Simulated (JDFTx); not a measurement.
Runs of JDFTx 1.7.0 (patched build) on ZrB2. The structure is hexagonal, space group P6/mmm (No. 191). The conventional cell has a = 3.170 Å, b = 3.170 Å, c = 3.533 Å, α = 90.00°, β = 90.00°, γ = 120.00°. Zr (site symmetry 6/mmm) is surrounded by 12 B at 2.54 Å. Around B (site symmetry -6m2) lie 3 B at 1.83 Å. 

```tsv
task	level	potentials or basis	spin	cell	max SCF steps	SCF threshold on the energy	solver of the electrons	further solve for the empty bands	band ratio of the Davidson solver	gap on the mesh (eV)	pressure (GPa)
single point	PBE	PseudoDojo-FR-PBE-0.4-standard with smoothed tails	SOC, no magnetisation	as given	100	1e-08 Ha	scf	yes	-	none	0.9
single point	PBE	PseudoDojo-SR-PBE-0.4.1-standard with smoothed tails	off	as given	100	1e-09 Ha	scf	yes	-	none	0.8
single point	PBEsol	PseudoDojo-SR-PBEsol-0.4.1-standard with smoothed tails	off	atoms moved at random, drawn with an rms of 0.05 Å	100	1e-09 Ha	scf	yes	-	none	-2.7
single point	PBEsol	PseudoDojo-SR-PBEsol-0.4.1-standard with smoothed tails	off	as given	100	1e-09 Ha	scf	yes	-	none	(a)
```

Alike in all rows: k mesh 10 × 10 × 8; cutoff (eV) 1034; smearing fermi-dirac 0.05 eV.

Question: Estimate the missing entries.

Answer: (a) -3.7.

Caveats: the empty levels aren't tightly converged.

A k mesh can miss the band edges, and rows without SOC leave out spin-orbit coupling on Zr.

A gap of «none» marks a metal or a gap under the smearing width.
